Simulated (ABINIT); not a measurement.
The system is In.

```
In
1.0
    -1.62547    1.62547    2.47370
     1.62547   -1.62547    2.47370
     1.62547    1.62547   -2.47370
In
1
Direct
  0.00000 0.00000 0.00000
```

Base run:

```yaml
Program: ABINIT 10.8.3 (patched build)
Functional: SCAN
Potentials_or_basis: JTH PAW PBE v2.0
Cutoff: 707 eV
k_mesh: 11 × 11 × 11
Occupations: fermi-dirac, width 0.05 eV
Spin: no spin polarisation
```

Its results: band gap on the k mesh none (metal or under the smearing width); pressure -0.3 GPa.

After a change of settings the same cell gave: band gap on the k mesh none (metal or under the smearing width); pressure -1.4 GPa. Which change was it?
A. functional from SCAN to RPBE
B. functional from SCAN to WC
C. functional from SCAN to r2SCAN
D. functional from SCAN to BLYP

B.

Caveats: the PAW data sets were made with another functional, which shifts forces and pressure a little; spin-orbit coupling is left out, which moves the levels of the heavy elements.

Runs at the PBE level aren't shown here.
